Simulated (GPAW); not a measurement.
Pt:

```
CELL_PARAMETERS angstrom
0.00000 1.96090 1.96090
1.96090 0.00000 1.96090
1.96090 1.96090 0.00000
ATOMIC_POSITIONS crystal
Pt 0.00000 0.00000 0.00000
```

Base run:

| Quantity | Value |
| --- | --- |
| Program | GPAW 26.7.0 |
| Functional | PBEsol |
| Potentials or basis | PAW data sets generated in the run's folder for this functional |
| Cutoff | 600 eV |
| Basis | pw |
| k mesh | 12 × 12 × 12 |
| Occupations | fermi-dirac, width 0.05 eV |
| Spin | no spin polarisation |

Its results: band gap on the k mesh none (metal or under the smearing width); pressure -0.9 GPa.

Problem. The run is repeated on the same cell with these changes: hubbard terms from none to Pt d U = 2 eV. What comes out?

Solution. Band gap on the k mesh none (metal or under the smearing width); pressure -4.6 GPa.

Caveats: U without spin polarisation on a metal has little footing (some runs); the U is typed as a test and isn't derived for this compound (some runs).
